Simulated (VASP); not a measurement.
# AlN (P6_3mc) in VASP: further runs, part 2 of 2

VASP 6.6.1. Earlier steps stand in the parts before.

## 4. Dielectric tensor, PBE

Contents of INCAR:

```
PREC = Accurate
ENCUT = 520
EDIFF = 1E-8
ISMEAR = 0
SIGMA = 0.02
LREAL = F
LASPH = T
NELM = 100
ALGO = Fast
ISIF = 2
LWAVE = F
LCHARG = F
GGA = PE
LEPSILON = T
```

Contents of KPOINTS:

```
Automatic mesh
0
Gamma
  9 9 6
```

Contents of POSCAR:

```
AlN
1.0
    3.1130000000      0.0000000000      0.0000000000
   -1.5565000000      2.6959370820      0.0000000000
    0.0000000000      0.0000000000      4.9810000000
Al N
2 2
Direct
    0.3333333333      0.6666666667      0.0000000000
    0.6666666667      0.3333333333      0.5000000000
    0.3333333333      0.6666666667      0.3800000000
    0.6666666667      0.3333333333      0.8800000000
```

Potentials or basis: VASP PAW PBE potentials, release 64 (Al, N).

Launch:

```sh
> cat potpaw_PBE.64/Al/POTCAR potpaw_PBE.64/N/POTCAR > POTCAR
> mpirun -np 1 vasp_std > vasp.out
```

OUTCAR:

```text
PREC = Accurate
   ENCUT = 520
   EDIFF = 1E-8
   ISMEAR = 0
   LREAL = F
   LASPH = T
   NELM = 100
   ISIF = 2
   GGA = PE
   LEPSILON = T

 ion  position               nearest neighbor table
   1  0.333  0.667  0.000-   3 1.89   4 1.89   4 1.89   4 1.89   2 3.07   2 3.07   2 3.07   2 3.07
                             2 3.07   2 3.07
   2  0.667  0.333  0.500-   4 1.89   3 1.89   3 1.89   3 1.89   1 3.07   1 3.07   1 3.07   1 3.07
                             1 3.07   1 3.07
   3  0.333  0.667  0.380-   1 1.89   2 1.89   2 1.89   2 1.89
   4  0.667  0.333  0.880-   2 1.89   1 1.89   1 1.89   1 1.89

  LATTYP: Found a hexagonal cell.
 ALAT       =     3.1130000000
 C/A-ratio  =     1.6000642467

  Lattice vectors:

 A1 = (   3.1130000000,   0.0000000000,   0.0000000000)
 A2 = (  -1.5565000000,   2.6959370820,   0.0000000000)
 A3 = (   0.0000000000,   0.0000000000,   4.9810000000)

Analysis of symmetry for initial positions (statically):
=====================================================================
 Subroutine PRICEL returns:
 Original cell was already a primitive cell.

 Routine SETGRP: Setting up the symmetry group for a
 hexagonal supercell.

 Subroutine GETGRP returns: Found 12 space group operations
 (whereof  6 operations were pure point group operations)
 out of a pool of 24 trial point group operations.

The static configuration has the point symmetry C_3v.
 The point group associated with its full space group is C_6v.

Analysis of symmetry for dynamics (positions and initial velocities):
=====================================================================
 Subroutine PRICEL returns:
 Original cell was already a primitive cell.

 Routine SETGRP: Setting up the symmetry group for a
 hexagonal supercell.

 Subroutine GETGRP returns: Found 12 space group operations
[... 558 lines left out ...]
 ------------------------------------------------------

 Free energy of the ion-electron system (eV)
  ---------------------------------------------------
  ---------------------------------------------------
  free energy    TOTEN  =        -0.43923723 eV

  energy without entropy =       -0.43923723

------------------------ aborting loop because EDIFF is reached ----------------------------------------

--------------------------------------- Ionic step        2  -------------------------------------------

------------------------ aborting loop because EDIFF is reached ----------------------------------------

--------------------------------------- Ionic step        3  -------------------------------------------

 Free energy of the ion-electron system (eV)
  ---------------------------------------------------
  ---------------------------------------------------
  free energy    TOTEN  =        -0.46214578 eV

  energy without entropy =       -0.46214578

------------------------ aborting loop because EDIFF is reached ----------------------------------------

 PIEZOELECTRIC TENSOR FIELD DIRECTION 3  (e Angst)
 -----------------------------------------------------------------------------
     0.68778  0.00000  0.00000           (  0.00365  0.00000  0.00000)
     0.00000  0.68778  0.00000           (  0.00000  0.00365  0.00000)
     0.00000  0.00000 -1.03963           (  0.00000  0.00000 -0.00223)

 PIEZOELECTRIC TENSOR FIELD DIRECTION 3  (C/m^2)
 -----------------------------------------------------------------------------
     0.26361  0.00000  0.00000
     0.00000  0.26361  0.00000
     0.00000  0.00000 -0.39846

 MACROSCOPIC STATIC DIELECTRIC TENSOR (including local field effects in DFT)
 ------------------------------------------------------
           4.444429    -0.000000    -0.000000
           0.000000     4.444429     0.000000
           0.000000     0.000000     4.640636
 ------------------------------------------------------

 PIEZOELECTRIC TENSOR (including local field effects)  for field in x, y, z        (e  Angst)
          XX          YY          ZZ          XY          YZ          ZX
  --------------------------------------------------------------------------------
  x     0.00000     0.00000     0.00000     0.00000     0.00000     0.89160
  y    -0.00000    -0.00000     0.00000     0.00000     0.89160     0.00000
  z     0.68778     0.68778    -1.03963     0.00000     0.00000     0.00000

 PIEZOELECTRIC TENSOR (including local field effects)  for field in x, y, z        (C/m^2)
          XX          YY          ZZ          XY          YZ          ZX
  --------------------------------------------------------------------------------
  x     0.00000     0.00000     0.00000     0.00000     0.00000     0.34172
  y    -0.00000    -0.00000     0.00000     0.00000     0.34172     0.00000
  z     0.26361     0.26361    -0.39846     0.00000     0.00000     0.00000

 BORN EFFECTIVE CHARGES (including local field effects) (in |e|, cummulative output)
 ---------------------------------------------------------------------------------
 ion    1
    1     2.51492     0.00000    -0.00000
    2     0.00000     2.51492     0.00000
    3     0.00000     0.00000     2.66947
 ion    2
    1     2.51492    -0.00000     0.00000
    2     0.00000     2.51492    -0.00000
    3     0.00000     0.00000     2.66947
 ion    3
    1    -2.51492     0.00000     0.00000
    2    -0.00000    -2.51492     0.00000
    3     0.00000     0.00000    -2.66947
 ion    4
    1    -2.51492     0.00000     0.00000
    2     0.00000    -2.51492     0.00000
    3     0.00000    -0.00000    -2.66947
```

OSZICAR:

```text
N       E                     dE             d eps       ncg     rms          rms(c)
DAV:   1     0.528631414743E+02    0.52863E+02   -0.75718E+03  1152   0.119E+03
[... 13 lines left out ...]
RMM:   5    -0.460951684344E+00   -0.40396E-02   -0.21416E-04  2003   0.125E-01    0.228E-02
RMM:   6    -0.461792507058E+00   -0.84082E-03   -0.22129E-05  2037   0.374E-02    0.711E-03
RMM:   7    -0.462059390241E+00   -0.26688E-03   -0.14854E-06  2052   0.106E-02    0.236E-03
RMM:   8    -0.462147073906E+00   -0.87684E-04   -0.22450E-07  2062   0.403E-03    0.268E-04
RMM:   9    -0.462146413251E+00    0.66066E-06   -0.81223E-09  2110   0.667E-04    0.833E-05
RMM:  10    -0.462145805960E+00    0.60729E-06   -0.60271E-09  1820   0.196E-04    0.183E-05
RMM:  11    -0.462145775607E+00    0.30353E-07   -0.23544E-09  1091   0.593E-05    0.395E-06
```

Run time: 2.4 min. Hardware: 1 thread of Intel Xeon Platinum 8375C at 2.90GHz (Ice Lake), shared host; peak memory 0.3 GiB.

Results:

| Item | Value |
| --- | --- |
| Band gap on the k mesh | 4.22 eV, direct |
| Electronic dielectric tensor (diagonal) | 4.44, 4.44, 4.64 |
| Born charges (mean of the diagonal) | Al +2.57; N -2.57 e |

Electronic dielectric tensor:
```
4.44 0.00 0.00
0.00 4.44 0.00
0.00 0.00 4.64
```

Born effective charge tensors (e):
atom 1, Al
```
2.51 0.00 0.00
0.00 2.51 0.00
0.00 0.00 2.67
```
atom 2, Al
```
2.51 0.00 0.00
0.00 2.51 0.00
0.00 0.00 2.67
```
atom 3, N
```
-2.51  0.00  0.00
 0.00 -2.51  0.00
 0.00  0.00 -2.67
```
atom 4, N
```
-2.51  0.00  0.00
 0.00 -2.51  0.00
 0.00  0.00 -2.67
```

Caveat: an odd mesh through Γ misses points on the zone boundary, where band edges often lie.

## 5. Dielectric tensor, PBEsol

INCAR: that of step 4 with these lines changed.

```diff
@@ -12,3 +12,3 @@
 LCHARG = F
-GGA = PE
+GGA = PS
 LEPSILON = T
```

KPOINTS is that of step 4.

POSCAR is that of step 4.

Potentials or basis: VASP PAW PBE potentials, release 64 (Al, N).

Launch:

```sh
> cat potpaw_PBE.64/Al/POTCAR potpaw_PBE.64/N/POTCAR > POTCAR
> mpirun -np 1 vasp_std > vasp.out
```

OUTCAR:

```text
PREC = Accurate
   ENCUT = 520
   EDIFF = 1E-8
   ISMEAR = 0
   LREAL = F
   LASPH = T
   NELM = 100
   ISIF = 2
   GGA = PS
   LEPSILON = T

 ion  position               nearest neighbor table
   1  0.333  0.667  0.000-   3 1.89   4 1.89   4 1.89   4 1.89   2 3.07   2 3.07   2 3.07   2 3.07
                             2 3.07   2 3.07
   2  0.667  0.333  0.500-   4 1.89   3 1.89   3 1.89   3 1.89   1 3.07   1 3.07   1 3.07   1 3.07
                             1 3.07   1 3.07
   3  0.333  0.667  0.380-   1 1.89   2 1.89   2 1.89   2 1.89
   4  0.667  0.333  0.880-   2 1.89   1 1.89   1 1.89   1 1.89

  LATTYP: Found a hexagonal cell.
 ALAT       =     3.1130000000
 C/A-ratio  =     1.6000642467

  Lattice vectors:

 A1 = (   3.1130000000,   0.0000000000,   0.0000000000)
 A2 = (  -1.5565000000,   2.6959370820,   0.0000000000)
 A3 = (   0.0000000000,   0.0000000000,   4.9810000000)

Analysis of symmetry for initial positions (statically):
=====================================================================
 Subroutine PRICEL returns:
 Original cell was already a primitive cell.

 Routine SETGRP: Setting up the symmetry group for a
 hexagonal supercell.

 Subroutine GETGRP returns: Found 12 space group operations
 (whereof  6 operations were pure point group operations)
 out of a pool of 24 trial point group operations.

The static configuration has the point symmetry C_3v.
 The point group associated with its full space group is C_6v.

Analysis of symmetry for dynamics (positions and initial velocities):
=====================================================================
 Subroutine PRICEL returns:
 Original cell was already a primitive cell.

 Routine SETGRP: Setting up the symmetry group for a
 hexagonal supercell.

 Subroutine GETGRP returns: Found 12 space group operations
 (whereof  6 operations were pure point group operations)
 out of a pool of 24 trial point group operations.

The dynamic configuration has the point symmetry C_3v.
 The point group associated with its full space group is C_6v.

 Subroutine INISYM returns: Found 12 space group operations
 (whereof  6 operations are pure point group operations),
 and found     1 'primitive' translations

----------------------------------------------------------------------------------------

                                     Primitive cell

  volume of cell :      41.8028

  direct lattice vectors                    reciprocal lattice vectors
     3.113000000  0.000000000  0.000000000     0.321233537  0.185464269  0.000000000
    -1.556500000  2.695937082  0.000000000     0.000000000  0.370928538  0.000000000
     0.000000000  0.000000000  4.981000000     0.000000000  0.000000000  0.200762899

  length of vectors
[... 500 lines left out ...]
  Direction    XX          YY          ZZ          XY          YZ          ZX
  --------------------------------------------------------------------------------------
  -------------------------------------------------------------------------------------
  Total       -0.0720189     -0.0720189      0.3193274      0.0000000      0.0000000     -0.0000000
  in kB       -2.7602703     -2.7602703     12.2388726      0.0000000      0.0000000     -0.0000000
  external PRESSURE =       2.2394440 kB  Pullay stress =       0.0000000 kB

 VOLUME and BASIS-vectors are now :
 -----------------------------------------------------------------------------
  energy-cutoff  :      520.00
  volume of cell :       41.80
      direct lattice vectors                 reciprocal lattice vectors
     3.113000000  0.000000000  0.000000000     0.321233537  0.185464269  0.000000000
    -1.556500000  2.695937082  0.000000000     0.000000000  0.370928538  0.000000000
     0.000000000  0.000000000  4.981000000     0.000000000  0.000000000  0.200762899

 POSITION                                       TOTAL-FORCE (eV/Angst)
 -----------------------------------------------------------------------------------
     -0.00000      1.79729      0.00000        -0.000000      0.000000     -0.132017
      1.55650      0.89865      2.49050         0.000000     -0.000000     -0.132017
     -0.00000      1.79729      1.89278        -0.000000      0.000000      0.132017
      1.55650      0.89865      4.38328         0.000000      0.000000      0.132017
 -----------------------------------------------------------------------------------
    total drift:                               -0.000000     -0.000000      0.000389

  FREE ENERGIE OF THE ION-ELECTRON SYSTEM (eV)
  ---------------------------------------------------
  free  energy   TOTEN  =       -31.3110169770 eV

  energy  without entropy=      -31.3110169770  energy(sigma->0) =      -31.31101698

 HEAD OF MICROSCOPIC STATIC DIELECTRIC TENSOR (INDEPENDENT PARTICLE, excluding Hartree and local field effects)
 ------------------------------------------------------
           4.681211     0.000000    -0.000000
           0.000000     4.681211     0.000000
           0.000000     0.000000     4.870018
 ------------------------------------------------------

 Free energy of the ion-electron system (eV)
  ---------------------------------------------------
  ---------------------------------------------------
  free energy    TOTEN  =        -0.43867543 eV

  energy without entropy =       -0.43867543

------------------------ aborting loop because EDIFF is reached ----------------------------------------

--------------------------------------- Ionic step        2  -------------------------------------------

------------------------ aborting loop because EDIFF is reached ----------------------------------------

--------------------------------------- Ionic step        3  -------------------------------------------

 Free energy of the ion-electron system (eV)
  ---------------------------------------------------
  ---------------------------------------------------
  free energy    TOTEN  =        -0.46255029 eV

  energy without entropy =       -0.46255029

------------------------ aborting loop because EDIFF is reached ----------------------------------------

 PIEZOELECTRIC TENSOR FIELD DIRECTION 3  (e Angst)
 -----------------------------------------------------------------------------
     0.67306  0.00000 -0.00000           (  0.00330  0.00000  0.00000)
     0.00000  0.67306  0.00000           (  0.00000  0.00330  0.00000)
    -0.00000 -0.00000 -1.00569           (  0.00000  0.00000 -0.00141)

 PIEZOELECTRIC TENSOR FIELD DIRECTION 3  (C/m^2)
 -----------------------------------------------------------------------------
     0.25796  0.00000 -0.00000
     0.00000  0.25796  0.00000
    -0.00000 -0.00000 -0.38545

 MACROSCOPIC STATIC DIELECTRIC TENSOR (including local field effects in DFT)
 ------------------------------------------------------
           4.495074    -0.000000     0.000000
           0.000000     4.495074     0.000000
          -0.000000     0.000000     4.700009
 ------------------------------------------------------

 PIEZOELECTRIC TENSOR (including local field effects)  for field in x, y, z        (e  Angst)
          XX          YY          ZZ          XY          YZ          ZX
  --------------------------------------------------------------------------------
  x     0.00000    -0.00000     0.00000     0.00000     0.00000     0.88351
  y     0.00000     0.00000    -0.00000     0.00000     0.88351     0.00000
  z     0.67306     0.67306    -1.00569     0.00000    -0.00000    -0.00000

 PIEZOELECTRIC TENSOR (including local field effects)  for field in x, y, z        (C/m^2)
          XX          YY          ZZ          XY          YZ          ZX
  --------------------------------------------------------------------------------
  x     0.00000    -0.00000     0.00000     0.00000     0.00000     0.33862
  y     0.00000     0.00000    -0.00000     0.00000     0.33862     0.00000
  z     0.25796     0.25796    -0.38545     0.00000    -0.00000    -0.00000

 BORN EFFECTIVE CHARGES (including local field effects) (in |e|, cummulative output)
 ---------------------------------------------------------------------------------
 ion    1
    1     2.51338     0.00000     0.00000
    2     0.00000     2.51338     0.00000
    3    -0.00000     0.00000     2.66962
 ion    2
    1     2.51338     0.00000     0.00000
    2     0.00000     2.51338     0.00000
    3     0.00000     0.00000     2.66962
 ion    3
    1    -2.51338     0.00000     0.00000
    2     0.00000    -2.51338     0.00000
    3     0.00000     0.00000    -2.66962
 ion    4
    1    -2.51338     0.00000     0.00000
    2    -0.00000    -2.51338     0.00000
    3     0.00000     0.00000    -2.66962
```

stdout:

```text
POSCAR found type information on POSCAR AlN
 POSCAR found :  2 types and       4 ions
 scaLAPACK will be used
 -----------------------------------------------------------------------------
|                                                                             |
|                                                                             |
|     You enforced a specific xc type in the INCAR file but a different       |
[... 28 lines left out ...]
  Direction:   1
 dielectric tensor                  component  1 :     4.495    -0.206    -0.000
 Linear response to external field, progress :
  Direction:   2
 dielectric tensor                  component  2 :    -0.471     4.495    -0.000
 Linear response to external field, progress :
  Direction:   3
 dielectric tensor                  component  3 :    -0.306    -0.205     4.700
 Born effective charges drift removed
```

Wall time 2.8 min (1 thread of Intel Xeon Platinum 8375C at 2.90GHz (Ice Lake), shared host); peak memory 0.29 GiB.

What came out:

- Band gap on the k mesh: 4.15 eV, direct
- Electronic dielectric tensor (diagonal): 4.50, 4.50, 4.70
- Born charges (mean of the diagonal): Al +2.57; N -2.57 e

Electronic dielectric tensor:
```
4.50 0.00 0.00
0.00 4.50 0.00
0.00 0.00 4.70
```

Born effective charge tensors (e):
atom 1, Al
```
2.51 0.00 0.00
0.00 2.51 0.00
0.00 0.00 2.67
```
atom 2, Al
```
2.51 0.00 0.00
0.00 2.51 0.00
0.00 0.00 2.67
```
atom 3, N
```
-2.51  0.00  0.00
 0.00 -2.51  0.00
 0.00  0.00 -2.67
```
atom 4, N
```
-2.51  0.00  0.00
 0.00 -2.51  0.00
 0.00  0.00 -2.67
```

Caveat: the PAW data sets were made with another functional, which shifts forces and pressure a little; an odd mesh through Γ misses points on the zone boundary, where band edges often lie.

## 6. Overview

| level | potentials or basis | k mesh | grid for exact exchange (PRECFOCK) | screening parameter | further INCAR settings | gap on the mesh (eV) |
| --- | --- | --- | --- | --- | --- | --- |
| HSE06 | VASP PAW PBE potentials, release 64 (Al, N) | 6 × 6 × 4 | Fast | 0.2 1/A | ALGO = Normal; EDIFF = 1e-08 | 5.59 |
| LDA | VASP PAW LDA potentials, release 64 (Al, N) | 9 × 9 × 6 | - | - | ALGO = Fast; EDIFF = 1e-08 | 4.25 |
| PBE | VASP PAW PBE potentials, release 64 (Al, N) | 9 × 9 × 6 | - | - | ALGO = Fast; EDIFF = 1e-08 | 4.22 |
| PBEsol | VASP PAW PBE potentials, release 64 (Al, N) | 9 × 9 × 6 | - | - | ALGO = Fast; EDIFF = 1e-08 | 4.15 |

Alike in all rows: task dielectric tensor; no spin polarisation; cell as given; cutoff (eV) 520; smearing gaussian 0.02 eV.

Caveats: an odd mesh through Γ misses points on the zone boundary, where band edges often lie (some runs); the PAW data sets were made with another functional, which shifts forces and pressure a little (some runs).

Total energies depend on the potentials used, so only differences within one code and one set of settings carry meaning.

## 7. Comparison with measurements

Step 2. Against the measured gap of AlN, 6.034 eV (an exciton energy, a little under the gap; 10 K; quoted in “Self-assembly of well-separated AlN nanowires directly on sputtered metallic TiN films”, 2019, arxiv:1910.07391), the calculated 5.59 eV is off by -0.44 eV. 2 values of this kind are on record (6.034 to 6.0343 eV); this one was drawn at random. The value is that of HSE06, without temperature or zero-point motion.

Step 3. The gap isn't set beside the deposited one, since this odd mesh misses points on the zone boundary.

Step 4. The gap isn't set beside the deposited one, since this odd mesh misses points on the zone boundary.

Step 5. The gap isn't set beside the deposited one, since this odd mesh misses points on the zone boundary.
